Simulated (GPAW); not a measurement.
A run of GPAW 26.7.0:

File run.py:

```python
import numpy as np
from ase.dft.bandgap import bandgap
from ase.io import write
from ase.spacegroup import crystal
from ase.units import GPa
from gpaw import GPAW, PW
from gpaw.spinorbit import soc_eigenstates

# Pb 1a
# Te 1b
atoms = crystal(['Pb', 'Te'],
                basis=[[0.0, 0.0, 0.0],
                       [0.5, 0.5, 0.5]],
                spacegroup=221, setting=1,  # Pm-3m
                cellpar=[4.002287, 4.002287, 4.002287, 90.0, 90.0, 90.0],
                primitive_cell=True)

calc = GPAW(mode=PW(600),
            xc='MGGA_X_R4SCAN+MGGA_C_R2SCAN',
            kpts={'size': (6, 6, 6), 'gamma': True},
            occupations={'name': 'fermi-dirac', 'width': 0.05},
            nbands=19,
            convergence={'density': 1e-05, 'energy': 1e-05},
            maxiter=150,
            txt='gpaw.txt')
atoms.calc = calc
energy = atoms.get_potential_energy()
forces = atoms.get_forces()
stress = atoms.get_stress()
calc.write('gs.gpw')
write('result.traj', atoms)
print(f'Energy: {energy:.6f} eV')
print('Forces (eV/A):')
print(forces.round(4))
print('Stress (GPa):', (stress / GPa).round(3))
print('Fermi level:', round(calc.get_fermi_level(), 4), 'eV')
print(f'Gap: {bandgap(calc)[0]:.4f} eV, direct: {bandgap(calc, direct=True)[0]:.4f} eV')

path = atoms.cell.bandpath('GXMGRX,MR', npoints=100, eps=1e-4)
bs_calc = calc.fixed_density(kpts=path, symmetry='off', nbands=32,
                             convergence={'bands': 'CBM+6.0', 'eigenstates': 1e-6}, txt='bands.txt')
bs = bs_calc.band_structure()
bs.write('bs.json')
print(f'Gap on the path: {bandgap(bs_calc)[0]:.4f} eV')

soc = soc_eigenstates(bs_calc, theta=90, phi=0, ignore_xc_potential=True)
np.savetxt('soc_bands.dat', soc.eigenvalues(), fmt='%.4f')
mesh = soc_eigenstates('gs.gpw', theta=90, phi=0, ignore_xc_potential=True)
np.savetxt('soc_mesh.dat', mesh.eigenvalues(), fmt='%.4f')
print('Fermi level with spin-orbit coupling:', round(mesh.fermi_level, 4), 'eV')
```

Potentials or basis: GPAW PAW data sets (gpaw-data 1.2.1), pw.

Launch:

```bash
$ OMP_NUM_THREADS=1 python run.py
```

Hardware: 1 thread of Arm Neoverse V1, with other jobs on the host.

Question: Estimate the wall time of this run.

Answer: Run time: 4.2 min on 1 thread of Arm Neoverse V1 (shared host), peak memory 0.52 GiB. Counts: scf iterations 19, plane waves 2176, bands 19, k points 20.
